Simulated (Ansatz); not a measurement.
Wires are cut from relaxed bulk Ag (Fm-3m, 17.83 Å³/atom, gap on the mesh 0.00 eV); atoms and period are relaxed, and energies count from that bulk.

These are results of DFT PBE, scalar-relativistic, plane waves, PAW in Ansatz 0.2.0, not measurements.

Cutoff 420 eV, Gaussian smearing of 0.05 eV, energies at zero smearing, symmetry of each start kept, no spin polarisation.

| start | atoms | k mesh | excess energy (eV per host atom) | line energy (eV/Å) | period (Å) | gap on the mesh (eV) | highest filled level or Fermi level under vacuum (eV) |
| --- | --- | --- | --- | --- | --- | --- | --- |
| [001] wire, 8 host atoms a period* | 8 | 1×1×13 | 0.477 | 1.338 | 2.853 | 0 | 4.30 |
| [001] wire, 9 host atoms a period* | 9 | 1×1×13 | 0.476 | 1.492 | 2.870 | 0 | - |

A dash: not computed, or not clear enough to read.

* ends far from its start.

Each run keeps its start's symmetry and one magnetic start, so lower states can exist.

Cost: 2 runs of about 34 core-minutes in all, on Intel Xeon Processor @ 2.70GHz (shared hosts).